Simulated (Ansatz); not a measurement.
Start from BaTe in the rock salt structure (space group Fm-3m, No. 225; a = 6.941 Å). Axes: x, y, z lie along the cube axes.

Modification: biaxial strain −4.42 %, plane normal [110], relaxed out of plane (Cartesian); in-plane vectors clamped, the third vector and the atoms free.

Levels (all Ansatz, an electronic-structure program, PAW): PBEsol (420 eV, no spin-orbit coupling); r2SCAN (500 eV, scalar-relativistic without spin-orbit coupling); HSE06 (420 eV, no spin-orbit coupling).

One geometry, relaxed with PBEsol, under each level:

```tsv
level	band gap	lowest conduction level above the VBM at special points	pressure
PBEsol	1.22 eV	X 1.22 eV; T 1.23 eV; Y₀ 1.92 eV; U₀ 1.92 eV	2.12 GPa
r2SCAN	___	___	___
HSE06	1.97 eV	X 1.97 eV; T 1.98 eV; Y₀ 2.70 eV; Γ 3.27 eV	–
```

**Question.** Give the withheld r2SCAN results.

**Answer.** 
- r2SCAN, band gap: 1.65 eV
- r2SCAN, lowest conduction level above the VBM at special points: X 1.65 eV; T 1.67 eV; Y₀ 2.36 eV; U₀ 2.36 eV
- r2SCAN, pressure: 4.28 GPa

Single points use the geometry relaxed with PBEsol. Their cutoffs differ, which shifts pressures a little. HSE06 gaps are upper bounds (no full band path). Spin-orbit coupling, missing from the scalar runs, can matter with Te. Stability against distortions was not tested. Labels are those of the standard path for the cell's own space group.
